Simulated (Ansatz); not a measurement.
As (Pm-3m) under several functionals

Plane-wave DFT in Ansatz with scalar-relativistic PAW potentials. The same structure was relaxed (cell and atoms, symmetry kept) in separate runs at each level. This simple cubic form isn't the element's structure at ambient conditions. No spin polarisation.

Q: How do the levels PBE, PBE+D3(BJ), PBEsol, r2SCAN compare?

A:
| level | cutoff (eV) | k mesh | V (Å³/atom) | a (Å) |
| --- | --- | --- | --- | --- |
| PBE+D3(BJ) | 420 | 16×16×16 | 19.439 | 2.689 |
| PBEsol | 420 | 16×16×16 | 19.442 | 2.689 |
| r2SCAN | 500 | 16×16×16 | 19.800 | 2.705 |
| PBE | 420 | 16×16×16 | 20.314 | 2.729 |

The usual order of volumes, PBEsol < PBE, holds here (19.442, 20.314 Å³/atom). As a rule PBEsol, built on the gradient expansion of slowly varying densities, lies between LDA and PBE; PBE's stronger gradient term for exchange weakens bonds. Adding D3 to PBE changes the volume by -4.3 %; the term is attractive, so it pulls cells in. In metals the pairwise form ignores screening by the conduction electrons and often pulls in too far. r2SCAN lies 2.5 % under PBE in volume.